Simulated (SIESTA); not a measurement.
**Ta2C under changes of volume**

One of the cells (13.774 Å³/atom); the others are scaled copies at fixed shape and fractional positions:

```
Ta C
1.0
     3.10590    0.00000    0.00000
    -1.55295    2.68979    0.00000
     0.00000    0.00000    4.94640
Ta C
2 1
Direct
  0.66667 0.33333 0.74799
  0.33333 0.66667 0.25201
  0.00000 0.00000 0.00000
```

```yaml
Program: SIESTA 5.4.2
Functional: LDA
Potentials_or_basis: PseudoDojo 0.4 standard (LDA files)
Basis: DZP (energy shift 0.003 Ry; two zetas on semicore shells)
Grid_cutoff: 800 Ry
Energy_shift: 0.003 Ry
k_mesh: 10 × 10 × 6
Occupations: fermi-dirac, width 0.05 eV
Spin: no spin polarisation
```

```tsv
volume (Å³/atom)	energy over the lowest point (meV/atom)	pressure (GPa)	largest force (eV/Å)
12.948	14.81	11.3	0.823
13.223	1.65	4.2	0.608
13.499	0.00	-2.2	0.409
13.774	?	?	?
14.050	26.73	-13.0	0.057
14.325	53.12	-17.6	0.102
14.601	87.02	-21.7	0.251
```

Problem. What does the run at 13.774 Å³/atom give?

Solution. Energy over the lowest point 8.70 meV/atom; pressure -7.8 GPa; largest force 0.227 eV/Å.

Worked out: A Birch-Murnaghan fit of order 3 (a polynomial in V^(-2/3)) to the other rows has its minimum at 13.40 Å³/atom with B0 = V·E''(V) = 304 GPa and B' = 4.3 at fixed shape and positions, which overstates the stiffness. It gives 8.70 meV/atom at 13.774 Å³/atom, against the run's 8.70, and -dE/dV = -7.9 GPa, against -7.8.

Energies are extrapolated to zero smearing.

Caveats: short orbitals over semicore shells can move pressures by several GPa; the basis of atomic orbitals isn't converged, which shifts pressures, moduli and gaps.
